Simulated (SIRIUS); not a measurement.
# HgTe (Coloradoite) (P1) in SIRIUS: convergence with density cutoff

Aim: find how far density cutoff must go before the results for HgTe (Coloradoite) settle, at PBE. This setting moves, with any that are tied to it; all else stays.

Program: SIRIUS 7.10.0. These are calculated values, not measurements. Logs are shortened: lines on timing, memory, paths and dates and some standing lists are left out, and cuts for length are marked. The log counts tension as positive stress, the text compression.

## 1. The cell of the first run

The typed cell holds 2 atoms: a = 4.546 Å, b = 4.546 Å, c = 4.546 Å, α = 60.00°, β = 60.00°, γ = 60.00°.

The cell isn't the ideal one: atoms moved at random, drawn with an rms of 0.1 Å.

## 2. With density cutoff 2666.7 eV

Input file sirius.json:

```json
{
  "control": {
    "processing_unit": "cpu",
    "verbosity": 2,
    "num_bands_to_print": 16,
    "print_forces": true,
    "print_stress": true
  },
  "parameters": {
    "electronic_structure_method": "pseudopotential",
    "xc_functionals": ["XC_GGA_X_PBE", "XC_GGA_C_PBE"],
    "gk_cutoff": 6.4,
    "pw_cutoff": 14.0,
    "ngridk": [4, 4, 4],
    "shiftk": [0, 0, 0],
    "smearing": "fermi_dirac",
    "smearing_width": 0.0018374661,
    "num_bands": 16,
    "num_mag_dims": 0,
    "num_dft_iter": 100,
    "energy_tol": 1e-08,
    "density_tol": 1e-06
  },
  "iterative_solver": {
    "type": "davidson",
    "min_tolerance": 1e-10
  },
  "mixer": {
    "type": "anderson",
    "beta": 0.7,
    "max_history": 8
  },
  "settings": {
    "tol_ne": 1e-10
  },
  "unit_cell": {
    "lattice_vectors": [
      [0.0, 6.07452462761, 6.07452462761],
      [6.07452462761, 0.0, 6.07452462761],
      [6.07452462761, 6.07452462761, 0.0]
    ],
    "atom_coordinate_units": "lattice",
    "atom_types": ["Hg", "Te"],
    "atom_files": {
      "Hg": "Hg.json",
      "Te": "Te.json"
    },
    "atoms": {
      "Hg": [
        [-0.014488, -0.021389, 0.000674]
      ],
      "Te": [
        [0.757353, 0.754943, 0.763574]
      ]
    }
  }
}
```

Potentials or basis: GBRV 1.5 PBE (ultrasoft).

The run is started by

```
> upf_to_json hg_pbe_v1.uspp.F.UPF
> upf_to_json te_pbe_v1.uspp.F.UPF
> OMP_NUM_THREADS=1 sirius.scf --input=sirius.json --output=out.json --task=0
```

Run time: 49 s. Hardware: 1 thread of Arm Neoverse V1, shared host; peak memory 0.32 GiB.

Results:

- Free energy: -1826.8714 eV
- Pressure: 6.9 GPa
- Largest force: 1.790 eV/Å
- Band gap on the k mesh: 0.02 eV

## 3. With density cutoff 3483.1 eV

sirius.json: that of step 2 with these lines changed.

```diff
@@ -12,3 +12,3 @@
     "gk_cutoff": 6.4,
-    "pw_cutoff": 14.0,
+    "pw_cutoff": 16.0,
     "ngridk": [4, 4, 4],
```

Potentials or basis: GBRV 1.5 PBE (ultrasoft).

The run is started by

```
> upf_to_json hg_pbe_v1.uspp.F.UPF
> upf_to_json te_pbe_v1.uspp.F.UPF
> OMP_NUM_THREADS=1 sirius.scf --input=sirius.json --output=out.json --task=0
```

Wall time 52 s (1 thread of Arm Neoverse V1, shared host); peak memory 0.39 GiB.

What came out:

- Free energy: -1826.8713 eV
- Pressure: 6.9 GPa
- Largest force: 1.790 eV/Å
- Band gap on the k mesh: 0.02 eV

## 4. With density cutoff 4408.2 eV

sirius.json: that of step 3 with these lines changed.

```diff
@@ -12,3 +12,3 @@
     "gk_cutoff": 6.4,
-    "pw_cutoff": 16.0,
+    "pw_cutoff": 18.0,
     "ngridk": [4, 4, 4],
```

The run is started by

```
> upf_to_json hg_pbe_v1.uspp.F.UPF
> upf_to_json te_pbe_v1.uspp.F.UPF
> OMP_NUM_THREADS=1 sirius.scf --input=sirius.json --output=out.json --task=0
```

It took 53 s on 1 thread of Arm Neoverse V1, shared host; peak memory 0.46 GiB.

It converged, with:

```
Free energy            : -1826.8714 eV
Pressure               : 6.9 GPa
Largest force          : 1.790 eV/Å
Band gap on the k mesh : 0.02 eV
```

## 5. With density cutoff 5442.3 eV

sirius.json: that of step 4 with these lines changed.

```diff
@@ -12,3 +12,3 @@
     "gk_cutoff": 6.4,
-    "pw_cutoff": 18.0,
+    "pw_cutoff": 20.0,
     "ngridk": [4, 4, 4],
@@ -37,6 +37,7 @@
     "lattice_vectors": [
-      [0.0, 6.07452462761, 6.07452462761],
-      [6.07452462761, 0.0, 6.07452462761],
-      [6.07452462761, 6.07452462761, 0.0]
+      [0.0, 0.707106781187, 0.707106781187],
+      [0.707106781187, 0.0, 0.707106781187],
+      [0.707106781187, 0.707106781187, 0.0]
     ],
+    "lattice_vectors_scale": 8.5906751133,
     "atom_coordinate_units": "lattice",
```

The run is started by

```
> upf_to_json hg_pbe_v1.uspp.F.UPF
> upf_to_json te_pbe_v1.uspp.F.UPF
> OMP_NUM_THREADS=1 sirius.scf --input=sirius.json --output=out.json --task=0
```

It took 58 s on 1 thread of Arm Neoverse V1, shared host; peak memory 0.5 GiB.

Results (log left out):

- Free energy: -1826.8714 eV
- Pressure: 6.9 GPa
- Largest force: 1.790 eV/Å
- Band gap on the k mesh: 0.02 eV

## 6. With density cutoff 7197.4 eV

sirius.json: that of step 5 with these lines changed.

```diff
@@ -12,3 +12,3 @@
     "gk_cutoff": 6.4,
-    "pw_cutoff": 20.0,
+    "pw_cutoff": 23.0,
     "ngridk": [4, 4, 4],
@@ -37,7 +37,6 @@
     "lattice_vectors": [
-      [0.0, 0.707106781187, 0.707106781187],
-      [0.707106781187, 0.0, 0.707106781187],
-      [0.707106781187, 0.707106781187, 0.0]
+      [0.0, 6.07452462761, 6.07452462761],
+      [6.07452462761, 0.0, 6.07452462761],
+      [6.07452462761, 6.07452462761, 0.0]
     ],
-    "lattice_vectors_scale": 8.5906751133,
     "atom_coordinate_units": "lattice",
```

Potentials or basis: GBRV 1.5 PBE (ultrasoft).

The run is started by

```
> upf_to_json hg_pbe_v1.uspp.F.UPF
> upf_to_json te_pbe_v1.uspp.F.UPF
> OMP_NUM_THREADS=1 sirius.scf --input=sirius.json --output=out.json --task=0
```

Run time: 59 s. Hardware: 1 thread of Arm Neoverse V1, shared host; peak memory 0.66 GiB.

The run converged. Its results:

| Quantity | Value |
| --- | --- |
| Free energy | -1826.8713 eV |
| Pressure | 6.9 GPa |
| Largest force | 1.790 eV/Å |
| Band gap on the k mesh | 0.02 eV |

## 7. With density cutoff 9197.4 eV

sirius.json: that of step 6 with these lines changed.

```diff
@@ -12,3 +12,3 @@
     "gk_cutoff": 6.4,
-    "pw_cutoff": 23.0,
+    "pw_cutoff": 26.0,
     "ngridk": [4, 4, 4],
```

The run is started by

```
> upf_to_json hg_pbe_v1.uspp.F.UPF
> upf_to_json te_pbe_v1.uspp.F.UPF
> OMP_NUM_THREADS=1 sirius.scf --input=sirius.json --output=out.json --task=0
```

It took 62 s on 1 thread of Arm Neoverse V1, shared host; peak memory 0.82 GiB.

The run converged. Its results:

| Property | Result |
| --- | --- |
| Free energy | -1826.8713 eV |
| Pressure | 6.9 GPa |
| Largest force | 1.790 eV/Å |
| Band gap on the k mesh | 0.02 eV |

## 8. With density cutoff 12245.1 eV

sirius.json: that of step 7 with these lines changed.

```diff
@@ -12,3 +12,3 @@
     "gk_cutoff": 6.4,
-    "pw_cutoff": 26.0,
+    "pw_cutoff": 30.0,
     "ngridk": [4, 4, 4],
```

Potentials or basis: GBRV 1.5 PBE (ultrasoft).

The run is started by

```
> upf_to_json hg_pbe_v1.uspp.F.UPF
> upf_to_json te_pbe_v1.uspp.F.UPF
> OMP_NUM_THREADS=1 sirius.scf --input=sirius.json --output=out.json --task=0
```

What it wrote:

```text
[info] SIRIUS version : 7.10.0
[info] number of MPI ranks           : 1
[info] MPI grid                      : 1 1
[info] maximum number of OMP threads : 1
[fft] FFT context for density and potential
[fft] =====================================
[fft]   comm size                             : 1
[fft]   plane wave cutoff                     : 30
[fft]   grid size                             : 90 90 90   total : 729000
[fft]   grid limits                           : -44 45   -44 45   -44 45
[fft]   number of G-vectors within the cutoff : 102076
[fft]   local number of G-vectors             : 102076
[fft]   number of G-shells                    : 4913
[fft] FFT context for coarse grid
[fft] =====================================
[fft]   comm size                             : 1
[fft]   plane wave cutoff                     : 12.8
[fft]   grid size                             : 40 40 40   total : 64000
[fft]   grid limits                           : -19 20   -19 20   -19 20
[fft]   number of G-vectors within the cutoff : 8025
[fft]   local number of G-vectors             : 8025
[fft]   number of G-shells                    : 463
[unit cell] lattice vectors
[unit cell]   a1 :       0.0000000000      6.0745246276      6.0745246276
[unit cell]   a2 :       6.0745246276      0.0000000000      6.0745246276
[unit cell]   a3 :       6.0745246276      6.0745246276      0.0000000000
[unit cell] reciprocal lattice vectors
[unit cell]   b1 :      -0.5171750624      0.5171750624      0.5171750624
[unit cell]   b2 :       0.5171750624     -0.5171750624      0.5171750624
[unit cell]   b3 :       0.5171750624      0.5171750624     -0.5171750624
[unit cell] unit cell volume :       448.29808850 [a.u.^3]
[unit cell] 1/sqrt(omega)    :         0.04722985
[unit cell] MT volume        :         0.00000000 ( 0.00%)
[unit cell] IT volume        :       448.29808850 (100.00%)
[unit cell] number of atom types : 2
[unit cell] type id : 0 symbol : Hg mt_radius : 151.104748 num_atoms : 1
[unit cell] type id : 1 symbol : Te mt_radius : 200.087802 num_atoms : 1
[unit cell] total number of atoms : 2
[unit cell] number of symmetry classes : 2
[unit cell] number of PAW atoms : 0
[unit cell] atom id  type id  class id             position                      vector_field
[unit cell] ------------------------------------------------------------------------------------------
[unit cell]      0        0        0     -0.01449  -0.02139   0.00067      0.00000   0.00000   0.00000
[unit cell]      1        1        1      0.75735   0.75494   0.76357      0.00000   0.00000   0.00000
[unit cell] atom id         position (Cartesian, a.u.)
[unit cell] ---------------------------------------------
[unit cell]      0      -0.125834   -0.083913   -0.217936
[unit cell]      1       9.224269    9.238909    9.186479
[unit cell] class id : 0 atom id : 0
[unit cell] class id : 1 atom id : 1
[unit cell] minimum bond length:     4.832668
[unit cell] total number of pseudo wave-functions: 13
[sym] space group number   : 1
[sym] international symbol : P1
[sym] Hall symbol          : P 1
[sym] space group transformation matrix :
[sym]  -1.0000 -1.0000 -1.0000
[sym]   1.0000  0.0000  0.0000
[sym]   0.0000  0.0000  1.0000
[sym] space group origin shift :
[sym]   0.0000  0.0000  0.0000
[sym] number of space group operations  : 1
[... 374 lines left out ...]
[diagonalize] ik:   32   -0.183639   -0.037377   -0.033044   -0.024166   -0.020944    0.002629    0.029461    0.132669    0.141359    0.350758    0.396697    0.437288    0.462280    0.592733    0.643351    0.654004
[diagonalize] ik:   33   -0.183708   -0.036493   -0.034914   -0.025207   -0.018104   -0.004113    0.031859    0.148424    0.152357    0.299445    0.326720    0.538879    0.559638    0.577156    0.616223    0.657451
[diagonalize] ik:   34   -0.185487   -0.033963   -0.030221   -0.026598   -0.021471   -0.013522    0.032247    0.147407    0.168071    0.323482    0.378290    0.466674    0.478461    0.561853    0.617739    0.637348
[diagonalize] ik:   35   -0.187015   -0.029697   -0.028953   -0.023130   -0.022973   -0.020167    0.013784    0.189295    0.192684    0.277071    0.422509    0.428295    0.500105    0.526271    0.608358    0.612275
[find] Charges and magnetic moments
[find] --------------------------------------------------------------------------------
[find] total charge          : 18.000000
[find] Energy
[find] --------------------------------------------------------------------------------
[find] valence_eval_sum               :       0.15344766
[find] <rho|V^{XC}>                   :     -12.62433616
[find] <rho|E^{XC}>                   :     -26.78506286
[find] <mag|B^{XC}>                   :       0.00000000
[find] <rho|V^{H}>                    :      28.98027366
[find] one-electron contribution      :     -16.20248984 (Ha),     -32.40497968 (Ry)
[find] hartree contribution           :      14.49013683
[find] xc contribution                :     -26.78506286
[find] ewald contribution             :     -38.63877464
[find] PAW contribution               :       0.00000000
[find] smearing (-TS)                 :      -0.00009293
[find] SCF correction                 :       0.00000026
[find] Total energy                   :     -67.13619024 (Ha),    -134.27238049 (Ry)
[find] Free energy (E-TS)             :     -67.13628317 (Ha),    -134.27256634 (Ry)
[find] band gap (eV)                  :       0.01507003
[find] Efermi                         :       0.23820611
[find] iteration : 20, RMS : 9.621141039478e-08, energy difference : -2.444693336656e-10
[find] Hartree energy of density residual : 6.204121443700e-12
[find] bands are converged : true
[find] iterative solver converged : true
[find] converged after 21 SCF iterations!
[find] Charges and magnetic moments
[find] --------------------------------------------------------------------------------
[find] total charge          : 18.000000
[find] Energy
[find] --------------------------------------------------------------------------------
[find] valence_eval_sum               :       0.15344766
[find] <rho|V^{XC}>                   :     -12.62433616
[find] <rho|E^{XC}>                   :     -26.78506286
[find] <mag|B^{XC}>                   :       0.00000000
[find] <rho|V^{H}>                    :      28.98027366
[find] one-electron contribution      :     -16.20248984 (Ha),     -32.40497968 (Ry)
[find] hartree contribution           :      14.49013683
[find] xc contribution                :     -26.78506286
[find] ewald contribution             :     -38.63877464
[find] PAW contribution               :       0.00000000
[find] smearing (-TS)                 :      -0.00009293
[find] SCF correction                 :       0.00000026
[find] Total energy                   :     -67.13619024 (Ha),    -134.27238049 (Ry)
[find] Free energy (E-TS)             :     -67.13628317 (Ha),    -134.27256634 (Ry)
[find] band gap (eV)                  :       0.01507003
[find] Efermi                         :       0.23820611
[ground_state] === stress tensor components [kbar] ===
[ground_state] === stress_kin ===
[ground_state] -5896.191682   50.957261   35.893152
[ground_state]    50.957261-5895.592273   40.828635
[ground_state]    35.893152   40.828635-5897.458033
[ground_state] === stress_har ===
[ground_state] -3171.957588 -331.762147 -241.135598
[ground_state]  -331.762147-3176.633119 -271.190992
[ground_state]  -241.135598 -271.190992-3161.030215
[ground_state] === stress_ewald ===
[ground_state]  8445.133714 -965.795431 -715.424835
[ground_state]  -965.795431 8428.146271 -798.071680
[ground_state]  -715.424835 -798.071680 8484.665491
[ground_state] === stress_vloc ===
[ground_state] -4570.543969 1216.070029  890.489961
[ground_state]  1216.070029-4551.268055  998.270509
[ground_state]   890.489961  998.270509-4615.374458
[ground_state] === stress_xc ===
[ground_state] -9134.890991   -2.878405   -2.130252
[ground_state]    -2.878405-9134.967527   -2.377606
[ground_state]    -2.130252   -2.377606-9134.705516
[ground_state] === stress_core ===
[ground_state] 11887.846614   -0.706960   -0.257403
[ground_state]    -0.70696011887.890431   -0.403784
[ground_state]    -0.257403   -0.40378411887.728084
[ground_state] === stress_nonloc ===
[ground_state]  4284.027049  -14.867330   -9.147536
[ground_state]   -14.868130 4284.755634  -11.065782
[ground_state]    -9.145693  -11.063130 4282.050288
[ground_state] === stress_us ===
[ground_state] -1912.514696    9.621261    7.365007
[ground_state]     9.622062-1912.356451    8.084740
[ground_state]     7.363164    8.082088-1912.858530
[ground_state] === stress_us_nl ===
[ground_state]  2371.512353   -5.246068   -1.782528
[ground_state]    -5.246069 2372.399183   -2.981042
[ground_state]    -1.782529   -2.981042 2369.191759
[ground_state] === stress_total ===
[ground_state]   -69.091549  -39.361722  -34.347504
[ground_state]   -39.361722  -70.025089  -35.925959
[ground_state]   -34.347505  -35.925959  -66.982889
[ground_state] ==== total Forces in Ha/bohr =====
[ground_state] atom:    0, force:       0.0198915      0.0194078      0.0209722
[ground_state] atom:    1, force:      -0.0198896     -0.0194046     -0.0209693
[ground_state] ==== ultrasoft contribution from Qij =====
[ground_state] atom:    0, force:      -0.0018705     -0.0020757     -0.0012308
[ground_state] atom:    1, force:       0.0110053      0.0095602      0.0142002
[ground_state] ==== non-local contribution from Beta-projector =====
[ground_state] atom:    0, force:       0.0241923      0.0233777      0.0261364
[ground_state] atom:    1, force:      -0.0149114     -0.0108861     -0.0235674
[ground_state] ==== contribution from local potential =====
[ground_state] atom:    0, force:      -0.2258291     -0.2155207     -0.2503461
[ground_state] atom:    1, force:       0.2117632      0.1993854      0.2402958
[ground_state] ==== contribution from core density =====
[ground_state] atom:    0, force:      -0.0032580     -0.0030937     -0.0036514
[ground_state] atom:    1, force:      -0.0010899     -0.0007437     -0.0018337
[ground_state] ==== Ewald forces from ions =====
[ground_state] atom:    0, force:       0.2266569      0.2167204      0.2500642
[ground_state] atom:    1, force:      -0.2266569     -0.2167204     -0.2500642
[~DFT_ground_state] local op. applied: 27669
[~DFT_ground_state] evp. work count: 7569.76
[~DFT_ground_state] number of iterative solver steps: 2133
```

Wall time 70 s (1 thread of Arm Neoverse V1, shared host); peak memory 1.1 GiB.

What came out:

```
Free energy            : -1826.8713 eV
Pressure               : 6.9 GPa
Largest force          : 1.790 eV/Å
Band gap on the k mesh : 0.02 eV
```

## 9. Result

```tsv
density cutoff	energy less the tightest run, at zero smearing (meV/atom)	SCF cycles	CPU time (s)	peak memory (GiB)
2666.7 eV	-0.01	21	49	0.32
3483.1 eV	0.01	21	52	0.39
4408.2 eV	-0.02	21	53	0.46
5442.3 eV	-0.03	21	58	0.5
7197.4 eV	0.00	21	59	0.66
9197.4 eV	0.00	21	62	0.82
12245.1 eV	0.00	21	70	1.1
```

Against the tightest run, the energy stays within 1 meV/atom from 2666.7 eV on. The tightest run that finished is the yardstick and may itself not be fully converged.

Caveats: all runs use coarse meshes; spin-orbit coupling is left out, which moves the levels of the heavy elements.
